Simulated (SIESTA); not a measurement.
HfO2:

```
Hf O
1.0
     3.61685    0.00000    0.00000
     1.80843    3.13229    0.00000
     1.80843    1.04410    2.95315
Hf O
1 2
Direct
  0.00000 0.00000 0.00000
  0.75000 0.75000 0.75000
  0.25000 0.25000 0.25000
```

Measurements of this composition are mostly on another form, of space group No. 14.

Base run:

| Item | Value |
| --- | --- |
| Program | SIESTA 5.4.2 |
| Functional | optB88-vdW |
| Potentials or basis | PseudoDojo 0.4 standard (PBE files) |
| Basis | DZP (energy shift 0.003 Ry; two zetas on semicore shells) |
| Grid cutoff | 800 Ry |
| Energy shift | 0.003 Ry |
| k mesh | 9 × 9 × 9 |
| Occupations | fermi-dirac, width 0.05 eV |
| Spin | no spin polarisation |

Its results: band gap on the k mesh 3.67 eV, indirect (least direct gap 3.81 eV); pressure -1.3 GPa.

Question: After a change of settings the same cell gave: band gap on the k mesh 3.63 eV, indirect (least direct gap 3.74 eV); pressure 2.5 GPa. Which change was it?
A. functional from optB88-vdW to vdW-DF
B. functional from optB88-vdW to VV10
C. functional from optB88-vdW to PBE
D. functional from optB88-vdW to vdW-DF-cx

Answer: B.

Caveats: short orbitals over semicore shells can move pressures by several GPa; the potentials were made for another functional, which shifts forces and pressure; spin-orbit coupling is left out, which moves the levels of the heavy elements; an odd mesh through Γ misses points on the zone boundary, where band edges often lie; the basis of atomic orbitals isn't converged, which shifts pressures, moduli and gaps; the non-local part is tabulated coarsely and may be off by about a percent (some runs).
